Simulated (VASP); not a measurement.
Calculation: SCAN meta-GGA, VASP's PBE PAW potentials (set 64) (plane waves; VASP).

A VASP calculation is set up with these files.

INCAR:
```
SYSTEM = BaF2
PREC = Accurate
ENCUT = 520
EDIFF = 1E-7
NELM = 100
ALGO = Normal
LREAL = .FALSE.
LASPH = .TRUE.
ISMEAR = 0
SIGMA = 0.05
METAGGA = SCAN
LMIXTAU = .TRUE.
LMAXMIX = 4
LWAVE = .FALSE.
LCHARG = .FALSE.
ISIF = 2
```

POSCAR:
```
BaF2
4.3013290
  0.0000000000   0.7071067346   0.7071067346
  0.7071067346   0.0000000000   0.7071067346
  0.7071067346   0.7071067346   0.0000000000
Ba F
1 2
direct
  0.0000000000   0.0000000000   0.0000000000
  0.2500000000   0.2500000000   0.2500000000
  0.7500000000   0.7500000000   0.7500000000
```

**KPOINTS**
```
Automatic mesh
0
Gamma
6 6 6
0 0 0
```

POTCAR, in this order: Ba_sv F (PBE.64 set). Program: vasp_std.

Output of the run:

File OSZICAR:
```
       N       E                     dE             d eps       ncg     rms          rms(c)
DAV:   1     0.109575658726E+03    0.10958E+03   -0.13977E+04   512   0.145E+03
DAV:   2    -0.620284080461E+02   -0.17160E+03   -0.16712E+03   664   0.304E+02
DAV:   3    -0.680064323455E+02   -0.59780E+01   -0.59722E+01   672   0.656E+01
DAV:   4    -0.680758862494E+02   -0.69454E-01   -0.69450E-01   664   0.646E+00
DAV:   5    -0.680779002745E+02   -0.20140E-02   -0.20140E-02   736   0.729E-01    0.867E+00
DAV:   6    -0.595486837000E+02    0.85292E+01   -0.54953E+00   768   0.161E+01    0.423E+00
DAV:   7    -0.587564994917E+02    0.79218E+00   -0.29193E+00   608   0.190E+01    0.214E+00
DAV:   8    -0.598687321343E+02   -0.11122E+01   -0.12388E+00   552   0.122E+01    0.184E+00
DAV:   9    -0.582362659133E+02    0.16325E+01   -0.18406E+00   512   0.124E+01    0.248E+00
DAV:  10    -0.587759408051E+02   -0.53967E+00   -0.79707E-01   592   0.770E+00    0.591E-01
DAV:  11    -0.587326531664E+02    0.43288E-01   -0.14866E-02   616   0.121E+00    0.565E-01
DAV:  12    -0.588815427940E+02   -0.14889E+00   -0.75027E-02   512   0.256E+00    0.165E-01
DAV:  13    -0.588890819776E+02   -0.75392E-02   -0.95158E-03   512   0.126E+00    0.351E-02
DAV:  14    -0.588890582131E+02    0.23765E-04   -0.17228E-04   744   0.133E-01    0.369E-02
DAV:  15    -0.588880409855E+02    0.10172E-02   -0.30913E-04   512   0.199E-01    0.417E-02
DAV:  16    -0.588895661825E+02   -0.15252E-02   -0.75574E-04   536   0.331E-01    0.246E-02
DAV:  17    -0.588895838700E+02   -0.17688E-04   -0.73217E-05   664   0.103E-01    0.340E-02
DAV:  18    -0.588896537278E+02   -0.69858E-04   -0.28356E-05   512   0.574E-02    0.341E-02
DAV:  19    -0.588896560108E+02   -0.22830E-05   -0.51835E-06   664   0.276E-02    0.261E-02
DAV:  20    -0.588896569059E+02   -0.89511E-06   -0.19030E-05   512   0.445E-02    0.131E-02
DAV:  21    -0.588896566803E+02    0.22552E-06   -0.25579E-06   744   0.147E-02    0.109E-02
DAV:  22    -0.588896563299E+02    0.35048E-06   -0.66165E-08   480   0.237E-03    0.103E-02
DAV:  23    -0.588896525149E+02    0.38149E-05   -0.12075E-05   520   0.318E-02    0.136E-03
DAV:  24    -0.588896548351E+02   -0.23201E-05   -0.97232E-07   512   0.114E-02    0.581E-04
DAV:  25    -0.588896547684E+02    0.66661E-07   -0.52675E-08   456   0.290E-03
   1 F= -.58889655E+02 E0= -.58889655E+02  d E =-.748925E-12
```

**OUTCAR**
```
------------------------ aborting loop because EDIFF is reached ----------------------------------------
  FORCE on cell =-STRESS in cart. coord.  units (eV):
  Direction    XX          YY          ZZ          XY          YZ          ZX
  --------------------------------------------------------------------------------------
  Total        1.5672483      1.5672483      1.5672483      0.0000000      0.0000000     -0.0000000
  in kB       44.6226640     44.6226640     44.6226640      0.0000000      0.0000000     -0.0000000
  external PRESSURE =      44.6226640 kB  Pullay stress =       0.0000000 kB
  volume of cell :       56.27
      direct lattice vectors                 reciprocal lattice vectors
     0.000000000  3.041498704  3.041498704    -0.164392640  0.164392640  0.164392640
     3.041498704  0.000000000  3.041498704     0.164392640 -0.164392640  0.164392640
     3.041498704  3.041498704  0.000000000     0.164392640  0.164392640 -0.164392640
 POSITION                                       TOTAL-FORCE (eV/Angst)
 -----------------------------------------------------------------------------------
      0.00000      0.00000      0.00000         0.000000     -0.000000      0.000000
      1.52075      1.52075      1.52075        -0.000000      0.000000     -0.000000
      4.56225      4.56225      4.56225        -0.000000      0.000000      0.000000
 -----------------------------------------------------------------------------------
    total drift:                               -0.000000     -0.000000      0.000000
  FREE ENERGIE OF THE ION-ELECTRON SYSTEM (eV)
  ---------------------------------------------------
  free  energy   TOTEN  =       -58.8896547684 eV

  energy  without entropy=      -58.8896547684  energy(sigma->0) =      -58.88965477
```
(Selected blocks of OUTCAR.)

The compound is BaF2 in the fluorite structure. This cell is one point of a volume scan, at 0.94 of the reference volume.
